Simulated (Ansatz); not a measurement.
Input of an Ansatz 0.2.0 run:

File input.yaml:

```yaml
crystal:
  lattice:
    - [6.12, 0.0, 0.0]
    - [0.0, 3.06, 0.0]
    - [0.0, 0.0, 4.56]
  atoms:
    - { symbol: Ti, position: [0.677, 0.25, 0.377] }
    - { symbol: Ti, position: [0.323, 0.75, 0.623] }
    - { symbol: Ti, position: [0.823, 0.75, 0.877] }
    - { symbol: Ti, position: [0.177, 0.25, 0.123] }
    - { symbol: B, position: [0.529, 0.25, 0.897] }
    - { symbol: B, position: [0.471, 0.75, 0.103] }
    - { symbol: B, position: [0.971, 0.75, 0.397] }
    - { symbol: B, position: [0.029, 0.25, 0.603] }
hamiltonian:
  xc: pbesol
  pseudopotentials: { kind: paw }
  hubbard: { sites: [{ species: Ti, l: d, u_eff: 4.0 }] }
kpoints:
  mp_grid: { grid: [5, 9, 6] }
  band_path:
    path:
      - [[0.0, 0.0, 0.0], [0.0, 0.5, 0.0], [0.0, 0.5, 0.5], [0.0, 0.0, 0.5], [0.0, 0.0, 0.0], [0.5, 0.0, 0.0], [0.5, 0.5, 0.0], [0.5, 0.5, 0.5], [0.5, 0.0, 0.5], [0.5, 0.0, 0.0]]
      - [[0.0, 0.0, 0.5], [0.5, 0.0, 0.5]]
      - [[0.5, 0.5, 0.0], [0.0, 0.5, 0.0]]
      - [[0.0, 0.5, 0.5], [0.5, 0.5, 0.5]]
    npoints: 10
scf:
  occupations: { method: fermi_dirac, width: 0.05 }
  n_extra_bands: 20
output:
  forces: true
  stress: true
  eigenvalues: true
  fatbands: true
  write_density: true
  write_potential: true
  elf: true
  volumetric_format: npy
```

Potentials or basis: Ansatz PAW.

Launch:

```console
$ ansatz run input.yaml --threads 4 --pin off --max-ram 11264MiB --backend cpu --events-out ev --progress --plain --runs-dir out
```

**Question.** Estimate the band gap on the k mesh.

**Answer.** None (metal or under the smearing width).

**Question.** Estimate the largest force.

**Answer.** 0.210 eV/Å.

**Question.** Estimate the pressure.

**Answer.** -1.9 GPa.

Eigenvalues of the final occupation matrices:
```
  site  spin  trace               eigenvalues
site 1     1   1.38  0.25 0.27 0.28 0.28 0.31
site 2     1   1.38  0.25 0.27 0.28 0.28 0.31
site 3     1   1.38  0.25 0.27 0.28 0.28 0.31
site 4     1   1.38  0.25 0.27 0.28 0.28 0.31
```

Caveat: U without spin polarisation on a metal has little footing; the PAW data sets come from PBE, with cores solved anew for the run's functional, which leaves a small shift of forces and pressure; the U is typed as a test and isn't derived for this compound.
